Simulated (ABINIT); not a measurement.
SnSe2:

```
Sn Se
1.0
     3.81100    0.00000    0.00000
    -1.90550    3.30042    0.00000
     0.00000    0.00000    6.13600
Sn Se
1 2
Direct
  0.00000 0.00000 0.00000
  0.66667 0.33333 0.75100
  0.33333 0.66667 0.24900
```

- Program: ABINIT 10.8.3 (patched build)
- Task: relaxation of cell and atoms
- Functional: r2SCAN
- Potentials or basis: JTH PAW PBE v2.0
- Cutoff: 707 eV
- k mesh: 7 × 7 × 4
- Occupations: fermi-dirac, width 0.05 eV
- Spin: no spin polarisation

At the start: pressure 3.6 GPa; volume 25.73 Å³/atom.

**Question.** Where does the relaxation end?

**Answer.** Over 8 steps the energy falls by 17.6 meV/atom and the volume is 28.05 Å³/atom (+9.1 %); space group P-3m1 (No. 164, to 0.05 Å).

The path:
| step | energy change (eV) | largest force (eV/Å) | pressure (GPa) | volume (Å³) |
| --- | --- | --- | --- | --- |
| 1 | 0.0000 | 0.5135 | 3.59 | 77.18 |
| 2 | -0.0214 | 0.3388 | 2.51 | 78.03 |
| 3 | -0.0435 | 0.0332 | 0.18 | 80.28 |
| 4 | -0.0445 | 0.0494 | -0.03 | 80.70 |
| 5 | -0.0472 | 0.0391 | -0.32 | 81.88 |
| 6 | -0.0506 | 0.1498 | -0.56 | 83.20 |
| 7 | -0.0529 | 0.0417 | -0.22 | 83.74 |
| 8 | -0.0529 | 0.0181 | 0.00 | 84.16 |

Final structure:
```cif
data_structure
_symmetry_space_group_name_H-M 'P 1'
_symmetry_Int_Tables_number 1
_cell_length_a 3.8425
_cell_length_b 3.8425
_cell_length_c 6.5821
_cell_angle_alpha 90.000
_cell_angle_beta 90.000
_cell_angle_gamma 120.000
_cell_volume 84.16
loop_
_atom_site_label
_atom_site_type_symbol
_atom_site_fract_x
_atom_site_fract_y
_atom_site_fract_z
_atom_site_occupancy
Sn1 Sn 0.00000 0.00000 0.00000 1
Se1 Se 0.66667 0.33333 0.76123 1
Se2 Se 0.33333 0.66667 0.23877 1
```

Caveat: the PAW data sets were made with another functional, which shifts forces and pressure a little.
